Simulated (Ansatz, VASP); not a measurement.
**Two plane-wave programs on ZnS**

```
Zn S
1.0
     3.84535    0.00000    0.00000
    -1.92268    3.33017    0.00000
     0.00000    0.00000    6.31388
Zn S
2 2
Direct
  0.33333 0.66667 0.00485
  0.66667 0.33333 0.50485
  0.33333 0.66667 0.38015
  0.66667 0.33333 0.88015
```

Alike in both runs: functional PBE; k mesh 6 × 6 × 4; occupations gaussian, width 0.1 eV; no spin polarisation.

Ansatz relaxed the structure, and its values are those at the end. VASP's run is a single point on that final structure, the one shown.

|  | VASP | Ansatz |
| --- | --- | --- |
| version | VASP 6.6.1 | Ansatz 0.2.0 |
| potentials or method | VASP PAW PBE potentials, release 64 (Zn, S) | scalar-relativistic, plane waves, PAW |
| plane-wave cutoff (eV) | 520 | 420 |
| valence electrons in the cell | 36 | 36 |

|  | VASP | Ansatz | Ansatz less VASP |
| --- | --- | --- | --- |
| gap on the k mesh at the Fermi level (eV) | 2.08 | 2.07 | -0.003 |
| least direct gap on the mesh (eV) | 2.08 | 2.07 | -0.003 |
| pressure (GPa) | -0.1 | -0.1 | -0.03 |
| rms of the force components (eV/Å) | 0.019 | 0.019 | -0.0004 |

Ansatz warned: «structure_snapped_to_symmetry».

A hybrid or GW would open this gap; PBE tends to underestimate it.
